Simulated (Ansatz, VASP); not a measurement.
NaCl: VASP beside Ansatz

The input INCAR:

```
PREC = Accurate ; ENCUT = 520
EDIFF = 1E-7 ; ISMEAR = -1
SIGMA = 0.05 ; LREAL = False
LASPH = True ; NELM = 100
ALGO = Normal ; ISIF = 2
LWAVE = False ; LCHARG = True
GGA = PE ; LELF = True
LVHAR = True ; NBANDS = 14
```

KPOINTS

```
regular mesh
0
Gamma
  8 8 8
```

Contents of POSCAR:

```
NaCl
1.0
    0.0000000000      2.8308314239      2.8308314239
    2.8308314239      0.0000000000      2.8308314239
    2.8308314239      2.8308314239      0.0000000000
Cl Na
1 1
Direct
    0.5000000000      0.5000000000      0.5000000000
    0.0000000000      0.0000000000      0.0000000000
```

Contents of input.yaml:

```yaml
crystal:
  lattice:
    - [0.0, 2.8308314239, 2.8308314239]
    - [2.8308314239, 0.0, 2.8308314239]
    - [2.8308314239, 2.8308314239, 0.0]
  atoms:
    - { symbol: Cl, position: [0.5, 0.5, 0.5] }
    - { symbol: Na, position: [0.0, 0.0, 0.0] }
kpoints:
  mp_grid: { grid: [8, 8, 8] }
scf:
  occupations: { method: fermi_dirac, width: 0.05 }
hamiltonian:
  xc: pbe
  pseudopotentials: { kind: all_electron, lapw: { basis_error: 0.0005 } }
output:
  forces: true
  stress: true
  eigenvalues: true
```

Change from the starting cell: volume scaled by 1.04.

Alike in both runs: task single point; functional PBE; k mesh 8 × 8 × 8; occupations fermi-dirac, width 0.05 eV; no spin polarisation.

```csv
,VASP,Ansatz
version,VASP 6.6.1,Ansatz 0.2.0
potentials or method,"VASP PAW PBE potentials, release 64 (Cl, Na_pv)","all-electron LAPW, scalar-relativistic"
plane-wave cutoff (eV),520,see its input
```

Ansatz gave:

- gap on the k mesh at the Fermi level (eV): 5.06
- least direct gap on the mesh (eV): 5.06
- pressure (GPa): 0.5

Q: Estimate VASP's values.

A: gap on the k mesh at the Fermi level (eV): 5.06; least direct gap on the mesh (eV): 5.06; pressure (GPa): 0.4.

Ansatz ran all-electron here, so the differences hold the error of VASP's frozen core and of both bases.

A k mesh can miss the band edges.
